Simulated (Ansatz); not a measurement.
Relaxing SrCl₂

The calculation used DFT r2SCAN, scalar-relativistic, plane waves, PAW in Ansatz 0.2.0. Settings: 500 eV cutoff, 6×6×6 k-mesh, Gaussian smearing of 0.02 eV, no spin polarisation.

What was changed: relaxed at 10 GPa.

Other phases may be more stable at this pressure.

Command:

```bash
ansatz run input.yaml --threads 1 --pin off --max-ram 2560MiB --backend cpu --events-out ev --progress --plain --runs-dir out
```

Input:

```yaml
crystal:
  lattice:
    - [0.0, 3.2880613688, 3.2880613688]
    - [3.2880613688, 0.0, 3.2880613688]
    - [3.2880613688, 3.2880613688, 0.0]
  atoms:
    - { symbol: Sr, position: [0.0, 0.0, 0.0] }
    - { symbol: Cl, position: [0.25, 0.25, 0.25] }
    - { symbol: Cl, position: [0.75, 0.75, 0.75] }
basis:
  ecutwfc: 500
kpoints:
  mp_grid: { grid: [6, 6, 6] }
hamiltonian:
  xc: r2scan
scf:
  occupations: { method: gaussian, width: 0.02 }
output:
  forces: true
  stress: true
  eigenvalues: true
  write_density: true
  write_potential: true
  elf: true
  volumetric_format: npy
relax:
  adjacent_minimum: "off"
  f_tol: 0.008
  max_steps: 50
  cell: { stress_tol: 0.08, p_target: 10.0 }
```

F is the free energy. Steps run on the plane waves of an earlier cell, but the last one, and at times one on the way, on a freshly chosen basis, so a repeated geometry can differ a little in energy. The relaxation lowers the enthalpy F + PV at the target pressure, so F itself can rise.

Steps:

| step | F − F(1) (eV) | largest force component (eV/Å) | V (Å³/atom) | P (GPa) |
| --- | --- | --- | --- | --- |
| 1 | 0.0000 | 0.000 | 23.699 | 10.53 |
| 2 | -0.0583 | 0.000 | 24.010 | 9.51 |
| 3 | -0.0308 | 0.000 | 23.860 | 10.00 |
| 4 | -0.0309 | 0.000 | 23.860 | 10.00 |

Relaxed structure:

```cif
data_structure
_symmetry_space_group_name_H-M 'P 1'
_symmetry_Int_Tables_number 1
_cell_length_a 4.6605
_cell_length_b 4.6605
_cell_length_c 4.6605
_cell_angle_alpha 60.000
_cell_angle_beta 60.000
_cell_angle_gamma 60.000
_cell_volume 71.58
loop_
_atom_site_label
_atom_site_type_symbol
_atom_site_fract_x
_atom_site_fract_y
_atom_site_fract_z
_atom_site_occupancy
Sr1 Sr 0.00000 0.00000 0.00000 1
Cl1 Cl 0.25000 0.25000 0.25000 1
Cl2 Cl 0.75000 0.75000 0.75000 1
```

The structure is cubic, space group Fm-3m (No. 225). The conventional cell has a = 6.591 Å, b = 6.591 Å, c = 6.591 Å, α = 90.00°, β = 90.00°, γ = 90.00°. Sr (site symmetry m-3m) has 8 Cl at 2.85 Å as nearest neighbours. Cl (site symmetry -43m) is surrounded by 4 Sr at 2.85 Å.

The run converged. It took 10 s on 1 thread of Oxide Virtual Turin-like Processor (Zen 5), with other jobs on the host, peak memory 0.57 GiB.